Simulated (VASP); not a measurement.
A run of VASP 6.6.1 is set up as follows.

The input INCAR:

```
SYSTEM = H2Se
ALGO = Normal ; EDIFF = 1E-6
ENCUT = 520 ; GGA = PE
ISIF = 2 ; ISMEAR = -1
LASPH = .True. ; LCHARG = .True.
LELF = .True. ; LREAL = .False.
LVHAR = .True. ; LWAVE = .False.
NBANDS = 11 ; NELM = 60
PREC = Accurate ; SIGMA = 0.0142
```

The input KPOINTS:

```
k-points
0
Gamma
  10 10 10
  0 0 0
```

The input POSCAR:

```
H2Se
1.0
    0.0000000000      3.0300910000      3.0300910000
    3.0300910000      0.0000000000      3.0300910000
    3.0300910000      3.0300910000      0.0000000000
H Se
2 1
Direct
    0.2500000000      0.2500000000      0.2500000000
    0.7500000000      0.7500000000      0.7500000000
    0.0000000000      0.0000000000      0.0000000000
```

Potentials or basis: VASP PAW PBE potentials, release 64 (H, Se).

Launch:

```bash
$ cat potpaw_PBE.64/H/POTCAR potpaw_PBE.64/Se/POTCAR > POTCAR
$ mpirun -np 1 vasp_std > vasp.out
```

Problem. Estimate the pressure.

Solution. -12.7 GPa.

Problem. What does it give for the band gap on the k mesh?

Solution. None (metal or under the smearing width).
